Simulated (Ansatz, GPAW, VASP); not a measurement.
## One calculation of BN, 3 ways

```xyz
2
Lattice="0.0000 1.8130 1.8130 1.8130 0.0000 1.8130 1.8130 1.8130 0.0000" Properties=species:S:1:pos:R:3 pbc="T T T"
N     0.9065    0.9065    0.9065
B     0.0000    0.0000    0.0000
```

The cell is a database's computed one, not the measured one.

Alike in all runs: task single point; functional PBE; k mesh 13 × 13 × 13; occupations gaussian, width 0.028 eV; no spin polarisation; no spin-orbit coupling. Pressure is positive in compression and, in plane waves, holds the error of the finite cutoff.

| program and potentials | plane-wave cutoff (eV) | notes | pressure (GPa) |
| --- | --- | --- | --- |
| VASP, PBE PAW files B, N, 520 eV | 520 | - | -0.16 |
| GPAW, GPAW PAW data sets (gpaw-data 1.2.1) | 800 | - | -1.60 |
| Ansatz, all-electron LAPW, scalar-relativistic | - | - | ? |

Problem. Estimate from the other rows what the run with Ansatz, all-electron LAPW, scalar-relativistic gave.

Solution. Pressure -0.41 GPa. The other rows, which needn't bracket it: pressure -1.60 to -0.16.
